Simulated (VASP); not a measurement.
Input of a VASP 6.6.1 run:

The input INCAR:

```
PREC = Accurate
ENCUT = 520
EDIFF = 1E-7
ISMEAR = 0
SIGMA = 0.02
LREAL = False
LASPH = True
NELM = 60
ALGO = Normal
ISIF = 3
LWAVE = False
LCHARG = False
GGA = PE
IBRION = 2
NSW = 80
EDIFFG = -0.002
```

The input KPOINTS:

```
Automatic mesh
0
Gamma
  6 6 6
```

File POSCAR:

```
CdS
1.0
    0.0000000000      2.9165000000      2.9165000000
    2.9165000000      0.0000000000      2.9165000000
    2.9165000000      2.9165000000      0.0000000000
Cd S
1 1
Direct
    0.0000000000      0.0000000000      0.0000000000
    0.2500000000      0.2500000000      0.2500000000
```

Potentials or basis: VASP PAW PBE potentials, release 64 (Cd, S).

The run is started by

```console
$ cat potpaw_PBE.64/Cd/POTCAR potpaw_PBE.64/S/POTCAR > POTCAR
$ mpirun -np 1 vasp_std > vasp.out
```

Estimate the relaxed cell.

a = 4.198 Å, b = 4.198 Å, c = 4.198 Å, α = 60.00°, β = 60.00°, γ = 60.00°.

Estimate the band gap on the k mesh.

1.03 eV, direct.

Final structure:
```xyz
2
Lattice="0.0000 2.9686 2.9686 2.9686 0.0000 2.9686 2.9686 2.9686 0.0000" Properties=species:S:1:pos:R:3 pbc="T T T"
Cd    0.0000    0.0000    0.0000
S     1.4843    1.4843    1.4843
```

Expect the measured gap to be larger: semilocal functionals such as PBE lack the derivative discontinuity. PBE usually gives volumes a little too large and moduli too small.
